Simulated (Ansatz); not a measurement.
tert-butanol, C4H10O from Hartree–Fock to CCSD(T)

```tsv
atom	x (Å)	y (Å)	z (Å)
C1	1.291	-0.328	0.549
C2	0.002	0.241	-0.028
C3	-0.112	-0.079	-1.507
C4	-1.207	-0.287	0.732
O5	0.031	1.665	0.044
H6	2.154	0.081	0.019
H7	1.386	-0.073	1.609
H8	1.316	-1.417	0.466
H9	0.742	0.332	-2.049
H10	-1.022	0.362	-1.919
H11	-0.142	-1.158	-1.669
H12	-1.279	-1.375	0.657
H13	-2.124	0.151	0.333
H14	-1.138	-0.031	1.794
H15	0.104	1.915	0.969
```

Charge 0, multiplicity 1. The structure was optimised at the PBE0-D4/def2-TZVP level. It is one conformer, not always the lowest. Frozen core, restricted reference, the Gaussian-basis code of Ansatz. CBS rows extrapolate triple and quadruple zeta; past MP2 they add the triple-zeta difference.

```json
{"basis": "def2-SVP", "HF (Eh)": "-231.98898", "MP2 corr.": "-0.77093"}
{"basis": "def2-TZVPP", "HF (Eh)": "-232.25389", "MP2 corr.": "-0.95290"}
{"basis": "def2-QZVPP", "HF (Eh)": "-232.26505", "MP2 corr.": "-1.01685"}
```

Q: Estimate the CCSD correlation energy and the (T) correction in each basis where they were run (hartree).

A: 
| basis | CCSD corr. | (T) |
| --- | --- | --- |
| def2-SVP | -0.83193 | -0.02299 |
| def2-TZVPP | -1.00083 | -0.03796 |
| CBS(def2) | -1.11215 | as TZ |
